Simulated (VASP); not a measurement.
# GePt (P6_3/mmc) in VASP: notebook

The runs below take GePt through relaxation of cell and atoms, single point, with PBE, r2SCAN.

All numbers are computed with VASP 6.6.1; they aren't measurements. Logs are shortened: lines on timing, memory, paths and dates and some standing lists are left out, and cuts for length are marked.

**1. The structure**

The structure is hexagonal, space group P6_3/mmc (No. 194). Conventional cell: a = 3.863 Å, b = 3.863 Å, c = 5.425 Å, α = 90.00°, β = 90.00°, γ = 120.00°. Ge (site symmetry -6m2) is surrounded by 6 Pt at 2.61 Å. Around Pt (site symmetry -3m) lie 6 Ge at 2.61 Å and 2 Pt at 2.71 Å.

The cell was built by a generator and needn't be a form met in nature.

**2. Relaxation of cell and atoms, PBE**

File INCAR:

```
SYSTEM = GePt
ALGO = Normal ; EDIFF = 1E-6
EDIFFG = -0.01 ; ENCUT = 520
GGA = PE ; IBRION = 2
ISIF = 3 ; ISMEAR = 0
KPAR = 4 ; LASPH = .TRUE.
LCHARG = .FALSE. ; LREAL = .FALSE.
LWAVE = .FALSE. ; NELM = 120
NSW = 90 ; PREC = Accurate
SIGMA = 0.1
```

File KPOINTS:

```
k-points
0
G
  10 10 6
  0 0 0
```

File POSCAR:

```
GePt
1.0
    3.8633605000      0.0000000000      0.0000000000
   -1.9316802500      3.3457683400      0.0000000000
    0.0000000000      0.0000000000      5.4250000000
Ge Pt
2 2
Direct
    0.3333333300      0.6666666700      0.2500000000
    0.6666666700      0.3333333300      0.7500000000
    0.0000000000      0.0000000000      0.0000000000
    0.0000000000      0.0000000000      0.5000000000
```

Potentials or basis: VASP PAW PBE potentials, release 64 (Ge_d, Pt).

Launch:

```bash
cat potpaw_PBE.64/Ge_d/POTCAR potpaw_PBE.64/Pt/POTCAR > POTCAR
mpirun -np 4 vasp_std > vasp.out
```

OUTCAR:

```text
SYSTEM = GePt
   EDIFF = 1E-6
   EDIFFG = -0.01
   ENCUT = 520
   GGA = PE
   IBRION = 2
   ISIF = 3
   ISMEAR = 0
   LASPH = .TRUE.
   LREAL = .FALSE.
   NELM = 120
   NSW = 90
   PREC = Accurate

 ion  position               nearest neighbor table
   1  0.333  0.667  0.250-   3 2.61   4 2.61   3 2.61   4 2.61   3 2.61   4 2.61
   2  0.667  0.333  0.750-   3 2.61   4 2.61   3 2.61   4 2.61   3 2.61   4 2.61
   3  0.000  0.000  0.000-   1 2.61   2 2.61   2 2.61   1 2.61   2 2.61   1 2.61   4 2.71   4 2.71

   4  0.000  0.000  0.500-   1 2.61   2 2.61   2 2.61   1 2.61   2 2.61   1 2.61   3 2.71   3 2.71

  LATTYP: Found a hexagonal cell.
 ALAT       =     3.8633605000
 C/A-ratio  =     1.4042179082

  Lattice vectors:

 A1 = (   3.8633605000,   0.0000000000,   0.0000000000)
 A2 = (  -1.9316802500,   3.3457683400,   0.0000000000)
 A3 = (   0.0000000000,   0.0000000000,   5.4250000000)

Analysis of symmetry for initial positions (statically):
=====================================================================
 Subroutine PRICEL returns:
 Original cell was already a primitive cell.

 Routine SETGRP: Setting up the symmetry group for a
 hexagonal supercell.

 Subroutine GETGRP returns: Found 24 space group operations
 (whereof 12 operations were pure point group operations)
 out of a pool of 24 trial point group operations.

The static configuration has the point symmetry D_3d.
 The point group associated with its full space group is D_6h.

Analysis of symmetry for dynamics (positions and initial velocities):
=====================================================================
 Subroutine PRICEL returns:
 Original cell was already a primitive cell.

 Routine SETGRP: Setting up the symmetry group for a
 hexagonal supercell.

 Subroutine GETGRP returns: Found 24 space group operations
 (whereof 12 operations were pure point group operations)
 out of a pool of 24 trial point group operations.

The dynamic configuration has the point symmetry D_3d.
 The point group associated with its full space group is D_6h.

 Subroutine INISYM returns: Found 24 space group operations
 (whereof 12 operations are pure point group operations),
 and found     1 'primitive' translations

----------------------------------------------------------------------------------------

                                     Primitive cell

[... 103 lines left out ...]
   TEBEG  =    0.0;   TEEND  =   0.0 temperature during run
   PSTRESS=    0.0 pullay stress
   NELECT =      48.0000    total number of electrons
   NUPDOWN=      -1.0000    fix difference up-down
   EMIN   =  10.00;   EMAX   =-10.00  energy-range for DOS
   EFERMI =   0.00;   METHOD = LEGACY
   ISMEAR =     0;   SIGMA  =   0.10  broadening in eV -4-tet -1-fermi 0-gaus
   EFERMI_NEDOS =   21; number of points for ismear=-14 and -15
   IALGO  =     38    algorithm
   IMIX   =      4    mixing-type and parameters
     AMIX     =   0.40;   BMIX     =  1.00
     AMIX_MAG =   1.60;   BMIX_MAG =  1.00
  volume/ion in A,a.u.               =      17.53       118.30
  Fermi-wavevector in a.u.,A,eV,Ry     =   1.442785  2.726468 28.322277  2.081629
  Thomas-Fermi vector in A             =   2.561266
   LORBIT       =      0    0 simple, 1 ext, 2 COOP (PROOUT), +10 PAW based schemes
   GGA     = PE    functional components
   LHFCALC =     F    Hartree Fock is set to
   AEXX    =    0.0000 exact exchange contribution
   IVDW    =     0    specifies the selected vdW correction
   LEPSILON=     F    determine dielectric tensor
   LRPA    =     F    only Hartree local field effects (RPA)
 conjugate gradient relaxation of ions
 non-spin polarized calculation
 Gauss-broadening in eV      SIGMA  =   0.10
  energy-cutoff  :      520.00
  volume of cell :       70.12
 maximum number of plane-waves:      1918
 NGX is ok and might be reduce to    30
   NGX = 15   NGY = 15   NGZ = 21

--------------------------------------- Ionic step        1  -------------------------------------------

 number of electron      47.9999965 magnetization

 Free energy of the ion-electron system (eV)
  ---------------------------------------------------
  ext. energy  EPLUGINS =         0.00000000
  ---------------------------------------------------
  free energy    TOTEN  =       -22.95399962 eV

  energy without entropy =      -22.94356197  energy(sigma->0) =      -22.94878079

------------------------ aborting loop because EDIFF is reached ----------------------------------------

  FORCE on cell =-STRESS in cart. coord.  units (eV):
  Direction    XX          YY          ZZ          XY          YZ          ZX
  --------------------------------------------------------------------------------------
  -------------------------------------------------------------------------------------
  Total        0.3899399      0.3899399      0.2703737      0.0000000      0.0000000      0.0000000
  in kB        8.9093775      8.9093775      6.1775201      0.0000000      0.0000000      0.0000000
  external PRESSURE =       7.9987584 kB  Pullay stress =       0.0000000 kB
[... 215 lines left out ...]
--------------------------------------- Ionic step        7  -------------------------------------------

 number of electron      47.9999962 magnetization

 Free energy of the ion-electron system (eV)
  ---------------------------------------------------
  ext. energy  EPLUGINS =         0.00000000
  ---------------------------------------------------
  free energy    TOTEN  =       -22.95514706 eV

  energy without entropy =      -22.94455908  energy(sigma->0) =      -22.94985307

 E-fermi :   8.3597     XC(G=0): -11.9073

 val. band max:        8.3538603467   @ k =   0.1000   0.1000   0.1667
 cond. band min:       8.3815206158   @ k =   0.1000   0.1000   0.3333
 fundamental gap:      0.0276602691
 Fermi energy:         8.3596667133

 k-point     1 :       0.0000    0.0000    0.0000
  band No.  band energies     occupation
      1     -16.5718      2.00000
      2     -16.5718      2.00000
      3     -16.5524      2.00000
      4     -16.5524      2.00000
      5     -16.5487      2.00000
      6     -16.5477      2.00000
[... 733 lines left out ...]
     27      11.3514      0.00000
     28      11.5277      0.00000

 [... further k-points ...]

------------------------ aborting loop because EDIFF is reached ----------------------------------------

  FORCE on cell =-STRESS in cart. coord.  units (eV):
  Direction    XX          YY          ZZ          XY          YZ          ZX
  --------------------------------------------------------------------------------------
  -------------------------------------------------------------------------------------
  Total       -0.0147941     -0.0147941      0.0059059      0.0000000      0.0000000      0.0000000
  in kB       -0.3360617     -0.3360617      0.1341577      0.0000000      0.0000000      0.0000000
  external PRESSURE =      -0.1793219 kB  Pullay stress =       0.0000000 kB
[... 19 lines left out ...]
  FREE ENERGIE OF THE ION-ELECTRON SYSTEM (eV)
  ---------------------------------------------------
  free  energy   TOTEN  =       -22.9551470609 eV

  energy  without entropy=      -22.9445590848  energy(sigma->0) =      -22.94985307

 reached required accuracy - stopping structural energy minimisation
```

OSZICAR:

```text
N       E                     dE             d eps       ncg     rms          rms(c)
DAV:   1     0.461730344003E+03    0.46173E+03   -0.23407E+04  3864   0.420E+03
DAV:   2     0.468078919957E+02   -0.41492E+03   -0.40075E+03  3188   0.879E+02
DAV:   3    -0.202114192625E+02   -0.67019E+02   -0.62876E+02  3492   0.194E+02
[... 54 lines left out ...]
DAV:   1    -0.229557105726E+02   -0.59712E-03   -0.13245E-02  3384   0.112E+00    0.146E-01
DAV:   2    -0.229552637276E+02    0.44685E-03   -0.12163E-03  3556   0.377E-01    0.707E-02
DAV:   3    -0.229551788383E+02    0.84889E-04   -0.99404E-05  4252   0.131E-01    0.364E-02
DAV:   4    -0.229551478320E+02    0.31006E-04   -0.46474E-05  4884   0.873E-02    0.739E-03
DAV:   5    -0.229551470609E+02    0.77103E-06   -0.83067E-06  3084   0.369E-02
   7 F= -.22955147E+02 E0= -.22949853E+02  d E =-.336341E-04
```

Run time: 53 s. Hardware: 4 MPI ranks of AMD EPYC 9R45 (Zen 5), shared host; peak memory 0.24 GiB.

Results:

```yaml
Free_energy: -22.9551 eV
Relaxed_volume: 17.63 Å³/atom
Relaxed_cell: a = 3.874 Å, b = 3.874 Å, c = 5.426 Å, α = 90.00°, β = 90.00°, γ = 120.00°
Space_group_after_relaxing_to_0.05_Å: P6_3/mmc (No. 194)
Energy_gained_by_relaxing: 0.3 meV/atom
Ionic_steps: 7
Pressure_after_relaxing: 0.0 GPa
Band_gap_on_the_k_mesh: none (metal or under the smearing width)
```

The path:
```
step  energy change (eV)  largest force (eV/Å)  pressure (GPa)  volume (Å³)
   1              0.0000                0.0000            0.80        70.12
   2              0.0005                0.0000           -1.03        71.01
   3             -0.0011                0.0000           -0.01        70.53
   4             -0.0011                0.0000           -0.11        70.54
   5             -0.0011                0.0000            0.23        70.43
   6             -0.0011                0.0000            0.09        70.48
   7             -0.0011                0.0000           -0.02        70.53
```

Final structure:
```xyz
4
Lattice="3.8743 0.0000 0.0000 -1.9371 3.3552 0.0000 0.0000 0.0000 5.4259" Properties=species:S:1:pos:R:3 pbc="T T T"
Ge    0.0000    2.2368    1.3565
Ge    1.9371    1.1184    4.0694
Pt    1.9371    3.3552    0.0000
Pt    1.9371    3.3552    2.7129
```

The run has no spin-orbit coupling, so splittings on Pt are missing.

**3. Relaxation of cell and atoms, PBE**

This run uses another cell than the first one, of 17.63 Å³/atom, 1.006 times its volume.

File INCAR:

```
SYSTEM = GePt
ALGO = Normal ; EDIFF = 1E-7
EDIFFG = -0.005 ; ENCUT = 520
GGA = PE ; IBRION = 2
ISIF = 3 ; ISMEAR = 0
KPAR = 4 ; LASPH = .TRUE.
LCHARG = .FALSE. ; LREAL = .FALSE.
LWAVE = .FALSE. ; NELM = 120
NSW = 60 ; POTIM = 0.3
PREC = Accurate ; SIGMA = 0.1
```

KPOINTS is that of step 2.

File POSCAR:

```
GePt                                    
1.0
    3.8742604676     -0.0000000000     -0.0000000000
   -1.9371302338      3.3552079888      0.0000000000
    0.0000000000     -0.0000000000      5.4258874443
  Ge              Pt            
     2     2
Direct
     0.3333333300000021    0.6666666699999979    0.2500000000000000
     0.6666666699999979    0.3333333300000021    0.7500000000000000
     1.0000000000000000    1.0000000000000000    0.0000000000000000
     1.0000000000000000    1.0000000000000000    0.5000000000000000
```

Potentials or basis: VASP PAW PBE potentials, release 64 (Ge_d, Pt).

Launch:

```bash
cat potpaw_PBE.64/Ge_d/POTCAR potpaw_PBE.64/Pt/POTCAR > POTCAR
mpirun -np 4 vasp_std > vasp.out
```

It took 14 s on 4 MPI ranks of AMD EPYC 9R45 (Zen 5), shared host; peak memory 0.23 GiB.

The run converged. Its results:

| Quantity | Value |
| --- | --- |
| Free energy | -22.9554 eV |
| Pressure after relaxing | 0.0 GPa |
| Band gap on the k mesh | none (metal or under the smearing width) |

Final structure:
```
Ge Pt
1.0
     3.87426    0.00000    0.00000
    -1.93713    3.35521    0.00000
     0.00000    0.00000    5.42589
Ge Pt
2 2
Direct
  0.33333 0.66667 0.25000
  0.66667 0.33333 0.75000
  0.00000 0.00000 0.00000
  0.00000 0.00000 0.50000
```

Levels at points of the mesh, in eV from the Fermi level:
| k point | band 20 | band 21 | band 22 | band 23 | band 24 | band 25 | band 26 | band 27 | band 28 |
| --- | --- | --- | --- | --- | --- | --- | --- | --- | --- |
| (0.00, 0.00, 0.00) | -3.47 | -2.02 | -2.02 | 1.16 | 1.48 | 1.48 | 3.59 | 3.86 | 5.48 |
| (0.50, 0.00, 0.00) | -2.58 | -2.35 | -2.12 | -2.11 | -2.02 | -1.43 | 0.67 | 2.70 | 5.47 |
| (0.00, 0.00, 0.50) | -3.49 | -3.49 | -3.49 | -0.08 | -0.08 | 3.97 | 3.97 | 3.97 | 3.97 |
| (0.50, 0.00, 0.50) | -2.99 | -2.88 | -2.88 | -2.60 | -2.60 | 1.73 | 1.73 | 3.28 | 3.28 |

Caveat: the relaxation stopped at its first step, so nothing moved. The run has no spin-orbit coupling, so splittings on Pt are missing.

**4. Single point, r2SCAN**

This run uses another cell than the first one, of 17.63 Å³/atom, 1.006 times its volume.

File INCAR:

```
SYSTEM = GePt
ALGO = Normal ; EDIFF = 1E-6
ENCUT = 520 ; ISIF = 2
ISMEAR = 0 ; KPAR = 4
LASPH = .TRUE. ; LCHARG = .FALSE.
LMIXTAU = .TRUE. ; LREAL = .FALSE.
LWAVE = .FALSE. ; METAGGA = R2SCAN
NBANDS = 32 ; NELM = 150
PREC = Accurate ; SIGMA = 0.1
```

KPOINTS is that of step 3.

File POSCAR:

```
GePt                                    
1.0
    3.8742604676      0.0000000000      0.0000000000
   -1.9371302338      3.3552079888      0.0000000000
    0.0000000000      0.0000000000      5.4258874443
  Ge              Pt            
     2     2
Direct
     0.3333333300000021    0.6666666699999979    0.2500000000000000
     0.6666666699999979    0.3333333300000021    0.7500000000000000
     0.0000000000000000    0.0000000000000000    0.0000000000000000
     0.0000000000000000    0.0000000000000000    0.5000000000000000
```

Launch:

```bash
cat potpaw_PBE.64/Ge_d/POTCAR potpaw_PBE.64/Pt/POTCAR > POTCAR
mpirun -np 4 vasp_std > vasp.out
```

Wall time 74 s (4 MPI ranks of AMD EPYC 9R45 (Zen 5), shared host); peak memory 0.25 GiB.

The run converged. Its results:

```yaml
Free_energy: -132.5036 eV
Pressure: -4.4 GPa
Band_gap_on_the_k_mesh: none (metal or under the smearing width)
```

Stress tensor (GPa, compression positive):
```
-4.32  0.00  0.00
 0.00 -4.32  0.00
 0.00  0.00 -4.65
```

Levels at points of the mesh, in eV from the Fermi level:
| k point | band 22 | band 23 | band 24 | band 25 | band 26 | band 27 |
| --- | --- | --- | --- | --- | --- | --- |
| (0.00, 0.00, 0.00) | -2.16 | 1.21 | 1.49 | 1.49 | 3.74 | 4.24 |
| (0.50, 0.00, 0.00) | -2.26 | -2.22 | -2.18 | -1.53 | 0.80 | 2.84 |
| (0.00, 0.00, 0.50) | -3.71 | 0.01 | 0.01 | 4.12 | 4.12 | 4.12 |
| (0.50, 0.00, 0.50) | -3.08 | -2.77 | -2.77 | 1.79 | 1.79 | 3.53 |

Caveat: the PAW data sets were made with another functional, which shifts forces and pressure a little. The run has no spin-orbit coupling, so splittings on Pt are missing.
